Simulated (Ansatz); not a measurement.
# InSb3 and its elements: a formation energy from the elements

Program: the Ansatz DFT code, driven from Python.

The script, `insb3.py`:
```python
"""Is InSb3 bound against its elements, after relaxing cells and atoms."""

from collections import Counter
import warnings

import ansatz as az
import numpy as np

PHASES = {
    "InSb3": (
        [[0.0, 3.794555, 3.794555], [3.794555, 0.0, 3.794555], [3.794555, 3.794555, 0.0]],
        [
            ("In", [0.0, 0.0, 0.0]),
            ("Sb", [0.25, 0.25, 0.25]),
            ("Sb", [0.75, 0.75, 0.75]),
            ("Sb", [0.5, 0.5, 0.5]),
        ],
    ),
    "In": (
        [[-1.62547, 1.62547, 2.4737], [1.62547, -1.62547, 2.4737], [1.62547, 1.62547, -2.4737]],
        [
            ("In", [0.0, 0.0, 0.0]),
        ],
    ),
    "Sb": (
        [[2.1542, 1.243728, 3.758], [-2.1542, 1.243728, 3.758], [0.0, -2.487456, 3.758]],
        [
            ("Sb", [0.23349, 0.23349, 0.23349]),
            ("Sb", [0.76651, 0.76651, 0.76651]),
        ],
    ),
}


def build(vectors, sites):
    crystal = az.Crystal(lattice=az.Lattice.of(vectors))
    for symbol, position in sites:
        crystal = crystal.atom(symbol, position)
    return crystal


def run_phase(name, crystal):
    calc = (
        crystal.calculation()
        .basis(420)
        .functional("PBEsol")
        .kpoints(spacing=0.14)
        .occupations("fermi_dirac", width=0.05)
        .stress()
    )
    calc = calc.relax(force_tolerance=0.02, max_steps=40, cell=True)
    return calc.run(threads=1)


def counts(outcome):
    return Counter(site.symbol for site in outcome.lattice.sites)

def formation_energy(outcome, mu):
    n = counts(outcome)
    return (outcome.report["energy_sigma0_ev"] - sum(k * mu[element] for element, k in n.items())) / sum(n.values())


def volume_per_atom(outcome):
    return abs(np.linalg.det(outcome.lattice.cell_ang)) / len(outcome.lattice.sites)


def main() -> None:
    warnings.simplefilter("ignore", az.DeckWarning)

    phases = {name: build(*cell) for name, cell in PHASES.items()}

    done = {}
    for name, crystal in phases.items():
        done[name] = run_phase(name, crystal)
        print(f"{name}: {done[name].report['energy_sigma0_ev']:.4f} eV, {len(done[name].lattice.sites)} atoms")

    # chemical potentials of the elements at zero temperature
    references = {"In": "In", "Sb": "Sb"}
    mu = {element: done[name].report["energy_sigma0_ev"] / len(done[name].lattice.sites) for element, name in references.items()}

    target = done["InSb3"]
    heat = formation_energy(target, mu)
    rows = [(name, len(o.lattice.sites), volume_per_atom(o), formation_energy(o, mu)) for name, o in done.items()]
    print("| phase | atoms | V (A^3/atom) | E_form (eV/atom) |")
    print("| --- | --- | --- | --- |")
    for row in rows:
        print(f"| {row[0]} | {row[1]:d} | {row[2]:.3f} | {row[3]:.4f} |")


if __name__ == "__main__":
    main()
```

```console
$ python insb3.py
InSb3: -24749.0906 eV, 4 atoms
In: -5525.4075 eV, 1 atoms
Sb: -12816.1704 eV, 2 atoms
| phase | atoms | V (A^3/atom) | E_form (eV/atom) |
| --- | --- | --- | --- |
| InSb3 | 4 | 25.897 | 0.1431 |
| In | 1 | 25.590 | 0.0000 |
| Sb | 2 | 29.804 | 0.0000 |
```

Reading the output:
- Total energies depend on the potentials; only differences at equal settings carry meaning.
- The cells come from databases of deposited and of computed structures, and not all need be stable phases.
- The compound is the structure given, not necessarily its lowest; energies are at zero temperature, with no correction for gases. A semilocal functional's error on such energies is often 0.05 to 0.1 eV an atom, and 0.1 to 0.3 eV against gases such as O2 or F2.
- Timing: 3.3 min on 1 thread of Arm Neoverse V1, with other jobs on the host, peak memory 0.61 GiB.
